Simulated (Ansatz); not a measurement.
Crystal: InPd.

```
In Pd
1.0
     3.27188    0.00000    0.00000
     0.00000    3.27188    0.00000
     0.00000    0.00000    3.27188
In Pd
1 1
Direct
  0.00000 0.00000 0.00000
  0.50000 0.50000 0.50000
```

The cell comes from a database or a generator and needn't be the stable form of this composition.

Base run:

- Program: Ansatz 0.2.0
- Functional: PBEsol
- Potentials or basis: all-electron LAPW, scalar-relativistic
- Cutoff: 250 eV (chosen from the basis error)
- Basis error allowed: 0.001 eV/atom
- k mesh: 8 × 8 × 8
- Occupations: fermi-dirac, width 0.05 eV
- Spin: no spin polarisation

Its results: pressure -3.0 GPa.

Question: The run is repeated on the same cell with these changes: functional from PBEsol to revPBE. What comes out?

Answer: Pressure 6.1 GPa.

revPBE binds less tightly than PBEsol, so the same cell stands under more pressure.
